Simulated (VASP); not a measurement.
# Na in VASP: reference runs

Aim: a first look at Na with PBE, on the cell as given.

Program: VASP 6.6.1. These are calculated values, not measurements. Logs are shortened: lines on timing, memory, paths and dates and some standing lists are left out, and cuts for length are marked.

## 1. The undisturbed slab

The cell holds a slab with vacuum, 4 atoms: a = 3.668 Å, b = 3.668 Å, c = 23.984 Å, α = 90.00°, β = 90.00°, γ = 109.47°.

The slab is cut from a database's or a generator's crystal, which needn't be the stable form of the element.

## 2. Single point, PBE (the (1 1 0) slab of Na, cut from the database cell, not relaxed)

The input, INCAR:

```
PREC = Accurate
ENCUT = 520
EDIFF = 1E-7
ISMEAR = -1
SIGMA = 0.05
LREAL = F
LASPH = T
NELM = 80
ALGO = Normal
ISIF = 2
LWAVE = F
LCHARG = T
LDIPOL = T
IDIPOL = 3
DIPOL = 0.5 0.5 0.500
GGA = PE
LELF = T
LVHAR = T
LVACPOTAV = T
NBANDS = 22
```

The input, KPOINTS:

```
regular mesh
0
Gamma
  8 8 1
```

The input, POSCAR:

```
Na
1.0
    3.6676175850      0.0000000000      0.0000000000
   -1.2225391950      3.4578630202      0.0000000000
    0.0000000000      0.0000000000     23.9837916550
Na
4
Direct
    0.5000000000      0.5000000000      0.3127111888
    0.0000000000      0.0000000000      0.4375703963
    0.5000000000      0.5000000000      0.5624296037
    0.0000000000      0.0000000000      0.6872888112
```

Potentials or basis: VASP PAW PBE potentials, release 64 (Na_pv).

Run with:

```sh
$ cat potpaw_PBE.64/Na_pv/POTCAR > POTCAR
$ mpirun -np 1 vasp_std > vasp.out
```

OUTCAR:

```text
PREC = Accurate
   ENCUT = 520
   EDIFF = 1E-7
   ISMEAR = -1
   LREAL = F
   LASPH = T
   NELM = 80
   ISIF = 2
   GGA = PE

 ion  position               nearest neighbor table
   1  0.500  0.500  0.313-
   2  0.000  0.000  0.438-
   3  0.500  0.500  0.562-
   4  0.000  0.000  0.687-

  LATTYP: Found a base centered orthorhombic cell.
 ALAT       =     4.2350000000
 B/A-ratio  =     1.4142135624
 C/A-ratio  =     5.6632329764

  Lattice vectors:

 A1 = (   3.6676175850,   0.0000000000,   0.0000000000)
 A2 = (  -1.2225391950,   3.4578630202,   0.0000000000)
 A3 = (   0.0000000000,   0.0000000000,  23.9837916550)

Analysis of symmetry for initial positions (statically):
=====================================================================
 Subroutine PRICEL returns:
 Original cell was already a primitive cell.

 Routine SETGRP: Setting up the symmetry group for a
 base centered orthorhombic supercell.

 Subroutine GETGRP returns: Found  8 space group operations
 (whereof  4 operations were pure point group operations)
 out of a pool of  8 trial point group operations.

The static configuration has the point symmetry C_2v.
 The point group associated with its full space group is D_2h.

Analysis of symmetry for dynamics (positions and initial velocities):
=====================================================================
 Subroutine PRICEL returns:
 Original cell was already a primitive cell.

 Routine SETGRP: Setting up the symmetry group for a
 base centered orthorhombic supercell.

 Subroutine GETGRP returns: Found  8 space group operations
 (whereof  4 operations were pure point group operations)
 out of a pool of  8 trial point group operations.

The dynamic configuration has the point symmetry C_2v.
 The point group associated with its full space group is D_2h.

 Subroutine INISYM returns: Found  8 space group operations
 (whereof  4 operations are pure point group operations),
 and found     1 'primitive' translations

----------------------------------------------------------------------------------------

                                     Primitive cell

  volume of cell :     304.1653

  direct lattice vectors                    reciprocal lattice vectors
     3.667617585  0.000000000  0.000000000     0.272656562  0.096398652  0.000000000
    -1.222539195  3.457863020  0.000000000     0.000000000  0.289195955  0.000000000
     0.000000000  0.000000000 23.983791655     0.000000000  0.000000000  0.041694825

  length of vectors
     3.667617585  3.667617585 23.983791655     0.289195955  0.289195955  0.041694825

  position of ions in fractional coordinates (direct lattice)
     0.500000000  0.500000000  0.312711189
     0.000000000  0.000000000  0.437570396
     0.500000000  0.500000000  0.562429604
     0.000000000  0.000000000  0.687288811

  ion indices of the primitive-cell ions
   primitive index   ion index
                 1           1
                 2           2
                 3           3
                 4           4

----------------------------------------------------------------------------------------

 KPOINTS: regular mesh

Automatic generation of k-mesh.
 Grid dimensions read from file:
 generate k-points for:    8    8    1

 Generating k-lattice:

  Cartesian coordinates                     Fractional coordinates (reciprocal lattice)
     0.034082070  0.012049831  0.000000000     0.125000000  0.000000000  0.000000000
     0.000000000  0.036149494  0.000000000     0.000000000  0.125000000  0.000000000
     0.000000000  0.000000000  0.041694825     0.000000000  0.000000000  1.000000000

  Length of vectors
     0.036149494  0.036149494  0.041694825

  Shift w.r.t. Gamma in fractional coordinates (k-lattice)
     0.000000000  0.000000000  0.000000000

 Subroutine IBZKPT returns following result:
 ===========================================

 Found     21 irreducible k-points:

 Following reciprocal coordinates:
            Coordinates               Weight
  0.000000  0.000000  0.000000      1.000000
  0.125000  0.000000  0.000000      4.000000
  0.250000  0.000000  0.000000      4.000000
  0.375000  0.000000  0.000000      4.000000
  0.500000  0.000000  0.000000      2.000000
  0.125000  0.125000  0.000000      2.000000
[... 13 lines left out ...]
 -0.375000  0.375000  0.000000      2.000000
  0.500000  0.500000  0.000000      1.000000
   k-points           NKPTS =     21   k-points in BZ     NKDIM =     21   number of bands    NBANDS=     22
   number of dos      NEDOS =    301   number of ions     NIONS =      4
   total plane-waves  NPLWV = 141120
   dimension x,y,z NGX =    28 NGY =   28 NGZ =  180
   dimension x,y,z NGXF=    56 NGYF=   56 NGZF=  360
   ions per type =               4
   NGX,Y,Z   is equivalent  to a cutoff of  12.69, 12.69, 12.48 a.u.
   NGXF,Y,Z  is equivalent  to a cutoff of  25.38, 25.38, 24.95 a.u.
 SYSTEM =  unknown system
   PREC   = accura    normal or accurate (medium, high low for compatibility)
   ISTART =      0    job   : 0-new  1-cont  2-samecut
   ICHARG =      2    charge: 1-file 2-atom 10-const
   ISPIN  =      1    spin polarized calculation?
   LNONCOLLINEAR =      F non collinear calculations
   LSORBIT =      F    spin-orbit coupling
   LASPH  =      T    aspherical Exc in radial PAW
   ENCUT  =  520.0 eV  38.22 Ry    6.18 a.u.   6.82  6.82 44.59*2*pi/ulx,y,z
   NELM   =     80;   NELMIN=  2; NELMDL= -5     # of ELM steps
   EDIFF  = 0.1E-06   stopping-criterion for ELM
   LREAL  =      F    real-space projection
   EDIFFG = 0.1E-05   stopping-criterion for IOM
   NSW    =      0    number of steps for IOM
   IBRION =     -1    ionic relax: 0-MD 1-quasi-New 2-CG
   NFREE  =      0    steps in history (QN), initial steepest desc. (CG)
   ISIF   =      2    stress and relaxation
   ISYM   =      2    0-nonsym 1-usesym 2-fastsym
   POTIM  = 0.5000    time-step for ionic-motion
   TEBEG  =    0.0;   TEEND  =   0.0 temperature during run
   PSTRESS=    0.0 pullay stress
   NELECT =      28.0000    total number of electrons
   NUPDOWN=      -1.0000    fix difference up-down
   EMIN   =  10.00;   EMAX   =-10.00  energy-range for DOS
   EFERMI =   0.00;   METHOD = LEGACY
   ISMEAR =    -1;   SIGMA  =   0.05  broadening in eV -4-tet -1-fermi 0-gaus
   EFERMI_NEDOS =   21; number of points for ismear=-14 and -15
   IALGO  =     38    algorithm
   IMIX   =      4    mixing-type and parameters
     AMIX     =   0.40;   BMIX     =  1.00
     AMIX_MAG =   1.60;   BMIX_MAG =  1.00
  volume/ion in A,a.u.               =      76.04       513.15
  Fermi-wavevector in a.u.,A,eV,Ry     =   0.739193  1.396871  7.434301  0.546406
  Thomas-Fermi vector in A             =   1.833296
   LORBIT       =      0    0 simple, 1 ext, 2 COOP (PROOUT), +10 PAW based schemes
   GGA     = PE    functional components
   LHFCALC =     F    Hartree Fock is set to
   AEXX    =    0.0000 exact exchange contribution
   IVDW    =     0    specifies the selected vdW correction
   LEPSILON=     F    determine dielectric tensor
   LRPA    =     F    only Hartree local field effects (RPA)
 non-spin polarized calculation
  energy-cutoff  :      520.00
  volume of cell :      304.17
 maximum number of plane-waves:      8218
   NGX = 13   NGY = 13   NGZ = 89

 dipolmoment           0.000000      0.000000      0.000000 electrons x Angstroem

 number of electron      28.0000006 magnetization

 dipolmoment           0.000000      0.000000     -0.000000 electrons x Angstroem

 Free energy of the ion-electron system (eV)
  ---------------------------------------------------
  ext. energy  EPLUGINS =         0.00000000
  ---------------------------------------------------
  free energy    TOTEN  =        -4.90550117 eV

  energy without entropy =       -4.89077034  energy(sigma->0) =       -4.89813575

 E-fermi :  -1.2153     XC(G=0):  -3.8276

 val. band max:       -1.2654210555   @ k =  -0.3750   0.1250   0.0000
 cond. band min:      -1.1454489038   @ k =   0.5000   0.0000   0.0000
 fundamental gap:      0.1199721517
 Fermi energy:        -1.2152738238

 k-point     1 :       0.0000    0.0000    0.0000
  band No.  band energies     occupation
      1     -26.4032      2.00000
      2     -26.4031      2.00000
      3     -26.3757      2.00000
      4     -26.3757      2.00000
      5     -26.3748      2.00000
      6     -26.3747      2.00000
[... 14 lines left out ...]
     21       2.5520      0.00000
     22       4.5686      0.00000

 k-point     2 :       0.1250    0.0000    0.0000
  band No.  band energies     occupation
      1     -26.4028      2.00000
      2     -26.4027      2.00000
      3     -26.3787      2.00000
      4     -26.3787      2.00000
      5     -26.3753      2.00000
      6     -26.3753      2.00000
[... 14 lines left out ...]
     21       2.7397      0.00000
     22       4.7147      0.00000

 k-point     3 :       0.2500    0.0000    0.0000
  band No.  band energies     occupation
      1     -26.4018      2.00000
      2     -26.4018      2.00000
      3     -26.3871      2.00000
      4     -26.3871      2.00000
      5     -26.3756      2.00000
      6     -26.3756      2.00000
[... 14 lines left out ...]
     21       3.0311      0.00000
     22       3.2809      0.00000
[... 401 lines left out ...]
 k-point    20 :      -0.3750    0.3750    0.0000
  band No.  band energies     occupation
      1     -26.3993      2.00000
      2     -26.3993      2.00000
      3     -26.3987      2.00000
      4     -26.3987      2.00000
      5     -26.3858      2.00000
      6     -26.3858      2.00000
[... 14 lines left out ...]
     21       3.4284      0.00000
     22       3.6246      0.00000

 k-point    21 :       0.5000    0.5000    0.0000
  band No.  band energies     occupation
      1     -26.4027      2.00000
      2     -26.4027      2.00000
      3     -26.3987      2.00000
      4     -26.3987      2.00000
      5     -26.3875      2.00000
      6     -26.3875      2.00000
[... 14 lines left out ...]
     21       3.3557      0.00000
     22       3.5705      0.00000

------------------------ aborting loop because EDIFF is reached ----------------------------------------

  FORCE on cell =-STRESS in cart. coord.  units (eV):
  Direction    XX          YY          ZZ          XY          YZ          ZX
  --------------------------------------------------------------------------------------
  -------------------------------------------------------------------------------------
  Total       -0.3087242     -0.4086615     -0.2542770     -0.1413326      0.0000000      0.0000000
  in kB       -1.6261913     -2.1526064     -1.3393931     -0.7444634      0.0000000      0.0000000
  external PRESSURE =      -1.7060636 kB  Pullay stress =       0.0000000 kB

 VOLUME and BASIS-vectors are now :
 -----------------------------------------------------------------------------
  energy-cutoff  :      520.00
  volume of cell :      304.17
      direct lattice vectors                 reciprocal lattice vectors
     3.667617585  0.000000000  0.000000000     0.272656562  0.096398652  0.000000000
    -1.222539195  3.457863020  0.000000000     0.000000000  0.289195955  0.000000000
     0.000000000  0.000000000 23.983791655     0.000000000  0.000000000  0.041694825

 POSITION                                       TOTAL-FORCE (eV/Angst)
 -----------------------------------------------------------------------------------
      1.22254      1.72893      7.50000        -0.000000      0.000000      0.033240
      0.00000      0.00000     10.49460         0.000000      0.000000     -0.017421
      1.22254      1.72893     13.48919        -0.000000      0.000000      0.017421
      0.00000      0.00000     16.48379         0.000000      0.000000     -0.033240
 -----------------------------------------------------------------------------------
    total drift:                               -0.000000      0.000000     -0.000000

  FREE ENERGIE OF THE ION-ELECTRON SYSTEM (eV)
  ---------------------------------------------------
  free  energy   TOTEN  =        -4.9055011708 eV

  energy  without entropy=       -4.8907703359  energy(sigma->0) =       -4.89813575

 vacuum level on the upper side and lower side of the slab         1.649         1.649
```

Run time: 3 min. Hardware: 1 thread of Intel Xeon Platinum 8559C (Emerald Rapids), shared host; peak memory 0.38 GiB.

Results:

```yaml
Free_energy: -4.9055 eV
Largest_force: 0.033 eV/Å
Band_gap_on_the_k_mesh: none (metal or under the smearing width)
Work_function_of_the_upper_face: 2.86 eV
Work_function_of_the_lower_face: 2.86 eV
```

Forces on the atoms (eV/Å):
```
Na   0.000  0.000  0.033
Na   0.000  0.000 -0.017
Na   0.000  0.000  0.017
Na   0.000  0.000 -0.033
```

Levels at points of the mesh, in eV from the Fermi level:
```csv
k point,band 12,band 13,band 14,band 15,band 16,band 17
"(0.00, 0.00, 0.00)",-24.96,-3.08,-2.53,-1.62,-0.42,0.69
"(0.50, 0.00, 0.00)",-24.96,0.07,0.07,0.58,0.58,1.55
"(0.50, 0.50, 0.00)",-24.96,0.88,1.35,1.37,1.90,2.22
```
